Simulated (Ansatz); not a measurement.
# Se: response to strain

Se is deformed so: equal xx and yy strain of +3 %. What stress and forces result, by LAPW, PAW and all-electron datasets made for the crystal?

Program: Ansatz 0.2.0. Level of theory: DFT PBEsol, scalar-relativistic. These are calculated values, not measurements.

## 1. Starting point

It takes space group R-3 (No. 148, trigonal). The conventional cell has a = 11.362 Å, b = 11.362 Å, c = 4.429 Å, α = 90.00°, β = 90.00°, γ = 120.00°. Se (site symmetry 1) has 2 Se at 2.36 Å as nearest neighbours.

Structure file:

```
CELL_PARAMETERS angstrom
5.68100 3.27993 1.47633
-5.68100 3.27993 1.47633
0.00000 -6.55985 1.47633
ATOMIC_POSITIONS crystal
Se 0.28066 0.16251 0.91818
Se 0.91818 0.28066 0.16251
Se 0.16251 0.91818 0.28066
Se 0.71934 0.83749 0.08182
Se 0.08182 0.71934 0.83749
Se 0.83749 0.08182 0.71934
```

Atoms are numbered in the order of the input: Se1, Se2, Se3, Se4, Se5, Se6.

## 2. The deformed structure

Space group R-3 before, R-3 after.

## 3. All-electron LAPW

The input, input.yaml:

```yaml
crystal:
  lattice:
    - [5.8514298578, 3.3783246035, 1.47633]
    - [-5.8514298578, 3.3783246035, 1.47633]
    - [0.0, -6.7566492071, 1.47633]
  atoms:
    - { symbol: Se, position: [0.28066, 0.16251, 0.91818] }
    - { symbol: Se, position: [0.91818, 0.28066, 0.16251] }
    - { symbol: Se, position: [0.16251, 0.91818, 0.28066] }
    - { symbol: Se, position: [0.71934, 0.83749, 0.08182] }
    - { symbol: Se, position: [0.08182, 0.71934, 0.83749] }
    - { symbol: Se, position: [0.83749, 0.08182, 0.71934] }
kpoints:
  mp_grid: { grid: [6, 6, 6] }
  band_path:
    path:
      - [0.0, 0.0, 0.0]
      - [0.5, 0.0, 0.0]
      - [0.5, -0.5, 0.5]
      - [0.198494926, -0.801505074, 0.198494926]
      - [0.198494926, 0.198494926, 0.198494926]
      - [0.0, 0.0, 0.0]
      - [0.5, -0.5, 0.0]
    npoints: 5
scf:
  occupations: { method: fermi_dirac, width: 0.01 }
hamiltonian:
  xc: pbesol
  pseudopotentials: { kind: all_electron, lapw: { basis_error: 0.001 } }
output:
  forces: true
  stress: true
  eigenvalues: true
```

Run with:

```sh
> ansatz run input.yaml --threads 2 --pin off --max-ram 8192MiB --backend cpu --events-out ev --progress --plain --runs-dir out
```

## 4. PAW on the default files

Edit input.yaml of step 3 so:

```diff
@@ -14,12 +14,2 @@
   mp_grid: { grid: [6, 6, 6] }
-  band_path:
-    path:
-      - [0.0, 0.0, 0.0]
-      - [0.5, 0.0, 0.0]
-      - [0.5, -0.5, 0.5]
-      - [0.198494926, -0.801505074, 0.198494926]
-      - [0.198494926, 0.198494926, 0.198494926]
-      - [0.0, 0.0, 0.0]
-      - [0.5, -0.5, 0.0]
-    npoints: 5
 scf:
@@ -28,3 +18,3 @@
   xc: pbesol
-  pseudopotentials: { kind: all_electron, lapw: { basis_error: 0.001 } }
+  pseudopotentials: { kind: paw }
 output:
@@ -33 +23,2 @@
   eigenvalues: true
+  efg: { contact_densities: true }
```

## 5. All-electron PAW on datasets made for the crystal

Edit input.yaml of step 4 so:

```diff
@@ -18,3 +18,3 @@
   xc: pbesol
-  pseudopotentials: { kind: paw }
+  pseudopotentials: { kind: all_electron, datasets: crystal }
 output:
```

(Steps that only read results are left out.)

Before running it: what results should come out? Wanted: pressure; largest shear or deviatoric stress.

As calculated:

```
                                 quantity                                              value
                                 pressure  LAPW -3.22, PAW -3.22, crystal datasets -3.22 GPa
largest shear or deviatoric stress (LAPW)                                           1.80 GPa
```

What this shows: The largest part of the stress beyond the pressure is 1.80 GPa in size, in the zz component; the atoms are carried along and not relaxed. No run of the undeformed cell stands beside it, so the pressure holds what the given cell had before the change. PAW: stress within 0.01 GPa of LAPW, forces within 3 meV/Å. Crystal datasets: stress within 0.01 GPa of LAPW, forces within 1 meV/Å.
